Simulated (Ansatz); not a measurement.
SnO:

```xyz
4
Lattice="3.3550 0.0000 0.0000 0.0000 5.6741 0.0000 0.0000 0.0000 4.2220" Properties=species:S:1:pos:R:3 pbc="T T T"
Sn    1.6775    4.3582    0.0555
Sn    0.0000    1.3159    2.1665
O     1.6775    0.6171    1.0000
O     0.0000    5.0570    3.1110
```

The cell comes from a database or a generator and needn't be the stable form of this composition.

Base run:

```yaml
Program: Ansatz 0.2.0
Functional: r2SCAN0
Potentials_or_basis: Ansatz PAW
Cutoff: 500 eV
Density_cutoff: 2000 eV
k_mesh: 5 × 3 × 4
Occupations: fermi-dirac, width 0.05 eV
Spin: no spin polarisation
```

Its results: band gap on the k mesh 3.24 eV, indirect (least direct gap 3.84 eV); largest force 1.073 eV/Å.

Task: After a change of settings the same cell gave: band gap on the k mesh 1.92 eV, indirect (least direct gap 2.51 eV); largest force 0.640 eV/Å. Which change was it?
A. functional from r2SCAN0 to HSE06; cutoff from 500 eV to 420 eV; density cutoff from 2000 eV to 1680 eV
B. functional from r2SCAN0 to LDA; cutoff from 500 eV to 420 eV; density cutoff from 2000 eV to 1680 eV
C. functional from r2SCAN0 to PBEsol; cutoff from 500 eV to 420 eV; density cutoff from 2000 eV to 1680 eV; k mesh from 5 × 3 × 4 to 8 × 5 × 6
D. functional from r2SCAN0 to r2SCAN

Result: D.

r2SCAN0 gives the wider gap, since exact exchange removes part of the self-interaction.

Caveats: odd divisions of the mesh miss points on the zone boundary, where band edges often lie, so the gap on the mesh can be too wide; spin-orbit coupling is left out, which moves the levels of the heavy elements; the PAW data sets come from PBE, with cores solved anew for the run's functional, which leaves a small shift of forces and pressure; the density of states is complete only up to the lowest level of the last band computed; forces of over 1 eV/Å show positions far from the minimum, so gaps and moduli don't describe the material at rest (some runs).

Not every run made on this cell is shown here.
